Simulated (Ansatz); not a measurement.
## Sb under changes of volume

One of the cells (26.666 Å³/atom); the others are scaled copies at fixed shape and fractional positions:

```
Sb
1.0
     0.00000    2.37124    2.37124
     2.37124    0.00000    2.37124
     2.37124    2.37124    0.00000
Sb
1
Direct
  0.00000 0.00000 0.00000
```

This isn't the form of Sb at room conditions, which is rhombohedral.

- Program: Ansatz 0.2.0
- Functional: PBE0
- Potentials or basis: Ansatz PAW
- Cutoff: 420 eV (not typed: the program's choice for these potentials)
- k mesh: 6 × 6 × 6
- Occupations: fermi-dirac, width 0.05 eV
- Spin: no spin polarisation

| volume (Å³/atom) | energy over the lowest point (meV/atom) | pressure (GPa) |
| --- | --- | --- |
| 25.066 | 16.39 | 4.2 |
| 25.599 | 5.42 | 2.4 |
| 26.133 | 0.18 | 0.8 |
| 26.666 | 0.00 | -0.6 |
| 27.199 | ? | ? |
| 27.733 | 12.86 | -3.1 |
| 28.266 | 23.32 | -3.0 |

**Question.** What does the run at 27.199 Å³/atom give?

**Answer.** Energy over the lowest point 4.41 meV/atom; pressure -1.9 GPa.

Worked out: A Birch-Murnaghan fit of order 3 (a polynomial in V^(-2/3)) to the other rows has its minimum at 26.38 Å³/atom with B0 = V·E''(V) = 70 GPa (rough, since the energies scatter). It gives 4.66 meV/atom at 27.199 Å³/atom, against the run's 4.41, and -dE/dV = -1.9 GPa, against -1.9.

Energies are extrapolated to zero smearing.

Caveats: all runs use coarse meshes; the PAW data sets come from PBE, with cores solved anew for the run's functional, which leaves a small shift of forces and pressure; the thresholds are loose for stress.
